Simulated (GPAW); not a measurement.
Here is a GPAW 26.7.0 calculation.

The input run.py:

```python
from ase import Atoms
from ase.calculators.mixing import SumCalculator
from ase.filters import FrechetCellFilter
from ase.io import write
from ase.optimize import BFGS
from dftd3.ase import DFTD3
from gpaw import GPAW, PW, setup_paths

setup_paths.insert(0, '.')

atoms = Atoms(['Ru', 'Ru'],
              cell=[[2.7058, 0.0, 0.0],
                    [-1.3529, 2.3432915376, 0.0],
                    [0.0, 0.0, 4.2819]],
              scaled_positions=[[0.6666666667, 0.3333333333, 0.75],
                                [0.3333333333, 0.6666666667, 0.25]],
              pbc=True)

calc = GPAW(mode=PW(600),
            xc='PBEsol',
            kpts={'size': (8, 8, 5), 'gamma': True},
            occupations={'name': 'fermi-dirac', 'width': 0.05},
            nbands=29,
            convergence={'density': 1e-05, 'forces': 0.0001},
            maxiter=150,
            txt='gpaw.txt')
atoms.calc = SumCalculator([calc, DFTD3(damping='d3bj', params_tweaks=dict(method='pbesol', atm=True))])
opt = BFGS(FrechetCellFilter(atoms), trajectory='relax.traj', logfile='-')
done = opt.run(fmax=0.02, steps=60)
calc.write('gs.gpw')
write('result.traj', atoms)
print('Converged:', done)
print('Cell:', atoms.cell.cellpar().round(4))
print('Volume:', round(atoms.get_volume(), 4))
print(atoms.get_scaled_positions().round(5))
```

Potentials or basis: PAW data sets generated in the run's folder for this functional, pw.

Launch:

```bash
$ gpaw-setup -f PBEsol Ru
$ OMP_NUM_THREADS=1 python run.py
```

(1) What does it give for the band gap on the k mesh?

(2) Predict the relaxed cell.

Results:

(1) none (metal or under the smearing width).

(2) a = 2.672 Å, b = 2.672 Å, c = 4.224 Å, α = 90.00°, β = 90.00°, γ = 120.00°.

Caveat: later steps reuse the first step's grids.
